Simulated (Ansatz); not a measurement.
This Ansatz (a program for electronic structure) input is the reference run, Ti3SiC2 (space group P6_3/mmc, No. 194), computed with r2SCAN (Ansatz; PAW; 500 eV plane waves; without spin-orbit coupling):

Ansatz 0.2 input:
```yaml
crystal:
  lattice:
    - [3.0672842663, 0, 0]
    - [-1.5336421331, 2.6563460952, 0]
    - [0, 0, 17.6755555128]
  atoms:
    - { symbol: Ti, position: [0, 0, 0] }
    - { symbol: Ti, position: [0, 0, 0.5] }
    - { symbol: Ti, position: [0.3333333333, 0.6666666667, 0.1351421708] }
    - { symbol: Ti, position: [0.6666666667, 0.3333333333, 0.6351421708] }
    - { symbol: Ti, position: [0.6666666667, 0.3333333333, 0.8648578292] }
    - { symbol: Ti, position: [0.3333333333, 0.6666666667, 0.3648578292] }
    - { symbol: Si, position: [0, 0, 0.25] }
    - { symbol: Si, position: [0, 0, 0.75] }
    - { symbol: C, position: [0.3333333333, 0.6666666667, 0.5724967913] }
    - { symbol: C, position: [0.6666666667, 0.3333333333, 0.0724967913] }
    - { symbol: C, position: [0.6666666667, 0.3333333333, 0.4275032087] }
    - { symbol: C, position: [0.3333333333, 0.6666666667, 0.9275032087] }
basis: { ecutwfc: 500, ecutrho_ratio: 4, xc_grid: 4, fft_grid_basis: typed }
kpoints: { mp_grid: { grid: [14, 14, 3] } }
hamiltonian:
  xc: r2scan
  dispersion: none
  pseudopotentials: { kind: paw }
scf: { occupations: { method: fermi_dirac, width: 0.05 }, convergence: { dr2_threshold: 0.0000000012 } }
output: { forces: true, stress: true }
```

Problem. Write the input for this change: uniaxial stress, 2 GPa compression along x, with the cell and atoms free to relax against it.

Solution. 
Ansatz 0.2 input:
```yaml
crystal:
  lattice:
    - [3.0672842663, 0, 0]
    - [-1.5336421331, 2.6563460952, 0]
    - [0, 0, 17.6755555128]
  atoms:
    - { symbol: Ti, position: [0, 0, 0] }
    - { symbol: Ti, position: [0, 0, 0.5] }
    - { symbol: Ti, position: [0.3333333333, 0.6666666667, 0.1351421708] }
    - { symbol: Ti, position: [0.6666666667, 0.3333333333, 0.6351421708] }
    - { symbol: Ti, position: [0.6666666667, 0.3333333333, 0.8648578292] }
    - { symbol: Ti, position: [0.3333333333, 0.6666666667, 0.3648578292] }
    - { symbol: Si, position: [0, 0, 0.25] }
    - { symbol: Si, position: [0, 0, 0.75] }
    - { symbol: C, position: [0.3333333333, 0.6666666667, 0.5724967913] }
    - { symbol: C, position: [0.6666666667, 0.3333333333, 0.0724967913] }
    - { symbol: C, position: [0.6666666667, 0.3333333333, 0.4275032087] }
    - { symbol: C, position: [0.3333333333, 0.6666666667, 0.9275032087] }
basis: { ecutwfc: 500, ecutrho_ratio: 4, xc_grid: 4, fft_grid_basis: typed }
kpoints: { mp_grid: { grid: [14, 14, 3] } }
hamiltonian:
  xc: r2scan
  dispersion: none
  pseudopotentials: { kind: paw }
scf: { occupations: { method: fermi_dirac, width: 0.05 } }
relax: { f_tol: 0.005, max_steps: 50, cell: { stress_tol: 0.01, sigma_target: [2, 0, 0, 0, 0, 0] } }
output: { forces: true, stress: true }
checkpoint: { write: state.ck, write_every: 1000 }
```
This is the input that was run.

Load acts through the strain it causes; cell and atoms are relaxed under it. sigma_target is in GPa, compression positive, in the order xx, yy, zz, yz, xz, xy. Stability under load was not tested beyond the relaxation. The final runs are not spin-polarised.
